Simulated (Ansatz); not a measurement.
# Electric field gradients in GaN

The cell is an entry of the Crystallography Open Database (COD), ions relaxed with PBE at fixed cell.

```yaml
crystal:
  lattice:
    - [3.18000, 0.00000, 0.00000]
    - [-1.59000, 2.75396, 0.00000]
    - [0.00000, 0.00000, 5.16600]
  atoms:
    - { symbol: Ga, position: [0.33333, 0.66667, 0.00394] }
    - { symbol: Ga, position: [0.66667, 0.33333, 0.50394] }
    - { symbol: N, position: [0.33333, 0.66667, 0.38106] }
    - { symbol: N, position: [0.66667, 0.33333, 0.88106] }
```

Sites (sets of like atoms) are named by element and the number of their first atom in this list.

Level of theory: DFT, PBEsol, plane waves and PAW, scalar-relativistic, 420 eV cutoff, Γ-centred 11×11×6 k-points, Fermi–Dirac smearing 0.02 eV (Ansatz 0.2.0).

C_Q = eQV_zz/h, which is 24.18 MHz for Q = 1 b and V_zz = 10²¹ V/m²; η = (V_xx − V_yy)/V_zz. Directions are in the Cartesian axes of the cell vectors above, for the atom listed; none is given where the gradient is under 0.02 or η is above 0.95.

```
site  first atom          first shell  V_zz (10²¹ V/m²)     η  direction of V_zz (x, y, z)
  Ga           1   4 N at 1.94–1.95 Å              0.42  0.00               0.00 0.00 1.00
   N           3  4 Ga at 1.94–1.95 Å             0.021  0.00               0.00 0.00 1.00
```

An axis of threefold or higher order runs through Ga and N, so V_zz lies along it and η is zero.

The run took 7.8 s of wall time (6.9 s of CPU time) and 0.44 GiB at its peak, on 1 thread of Intel Xeon Platinum 8488C (Sapphire Rapids) (x86_64; 16 cores open to the job, memory cap 3.0 GiB, no GPU), a shared host with a load of 0.4 a core.
